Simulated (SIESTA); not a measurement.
Crystal: Pd.

```xyz
2
Lattice="2.7837 0.0000 0.0000 -1.3918 2.4107 0.0000 0.0000 0.0000 4.6289" Properties=species:S:1:pos:R:3 pbc="T T T"
Pd    0.0000    1.6071    1.1572
Pd    1.3918    0.8036    3.4717
```

This isn't the form of Pd at room conditions, which is fcc.

| Quantity | Value |
| --- | --- |
| Program | SIESTA 5.4.2 |
| Task | relaxation of cell and atoms |
| Functional | PBEsol |
| Potentials or basis | PseudoDojo 0.4 standard (PBEsol files) |
| Basis | DZP (energy shift 0.003 Ry; two zetas on semicore shells) |
| Grid cutoff | 1200 Ry |
| Energy shift | 0.003 Ry |
| k mesh | 8 × 8 × 4 |
| Occupations | fermi-dirac, width 0.05 eV |
| Spin | no spin polarisation |

At the start: pressure -9.1 GPa; volume 15.53 Å³/atom.

Q: How do energy, volume and symmetry change on relaxing?

A: Over 6 steps the energy falls by 27.9 meV/atom and the volume is 14.66 Å³/atom (-5.6 %); space group P6_3/mmc (No. 194, to 0.05 Å).

The path:
```csv
step,energy change (eV),largest force (eV/Å),pressure (GPa),volume (Å³)
1,0.0000,0.0000,-9.15,31.06
2,-0.0077,0.0000,-8.58,30.93
3,-0.0551,0.0000,1.87,29.05
4,-0.0561,0.0000,0.07,29.32
5,-0.0561,0.0000,0.06,29.32
6,-0.0559,0.0000,0.03,29.32
```

Final structure:
```yaml
crystal:
  lattice:
    - [2.73061, -0.00001, 0.00000]
    - [-1.36531, 2.36477, 0.00000]
    - [0.00000, 0.00000, 4.54129]
  atoms:
    - { symbol: Pd, position: [0.33333, 0.66666, 0.25000] }
    - { symbol: Pd, position: [0.66666, 0.33333, 0.75000] }
```

Caveat: the basis of atomic orbitals isn't converged, which shifts pressures, moduli and gaps.
